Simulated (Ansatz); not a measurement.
## What a trial cell of Be relaxes into

Theory: DFT PBE, scalar-relativistic, plane waves, PAW (Ansatz 0.2.0). Cutoff 420 eV, Γ-centred k mesh, Gaussian smearing, no spin polarisation in the final step.

The start puts Be on the lonsdaleite structure type (P6_3/mmc, No. 194), at a guessed volume.

```
Be
1.0
     2.82755    0.00000    0.00000
    -1.41377    2.44873    0.00000
     0.00000    0.00000    4.66546
Be
4
Direct
  0.33333 0.66667 0.43750
  0.66667 0.33333 0.93750
  0.66667 0.33333 0.56250
  0.33333 0.66667 0.06250
```

Cell and atoms relax at zero pressure; the relaxation can't lower the symmetry of the start. After a coarse first stage the cell is made exact in the group found at 0.06 Å.

Energies count from the standard state of Be at the same level.

(1) What does it relax into?

(2) What are its volume, energy, density and gap?

Results:

(1) It ends in P6/mmm (No. 191). Conventional cell: a = 3.710 Å, c = 1.984 Å. Around Be lie 2 Be at 1.98 Å and 3 Be at 2.14 Å.

```cif
data_structure
_symmetry_space_group_name_H-M 'P6/mmm'
_symmetry_Int_Tables_number 191
_cell_length_a 3.7101
_cell_length_b 3.7101
_cell_length_c 1.9842
_cell_angle_alpha 90.000
_cell_angle_beta 90.000
_cell_angle_gamma 120.000
_cell_volume 23.65
loop_
_atom_site_label
_atom_site_type_symbol
_atom_site_symmetry_multiplicity
_atom_site_Wyckoff_symbol
_atom_site_fract_x
_atom_site_fract_y
_atom_site_fract_z
_atom_site_occupancy
Be1 Be 2 c 0.33333 0.66667 0.00000 1
```

(2) The volume per atom is 11.83 Å³, the density is 1.27 g/cm³ and the energy over the standard structure is 0.93 eV/atom. The gap on the 18×18×28 mesh is 0 eV (a metal).

The final run used a 18×18×28 mesh on its 2-atom cell and 0.10 eV smearing. The k mesh leaves about 4 meV/atom of noise in metals. A later test with randomly moved atoms lowered the energy by 938 meV/atom on a coarse mesh, so it isn't stable against such moves and is likely a saddle point held by symmetry. The steps took of the order of 19 core-seconds in all.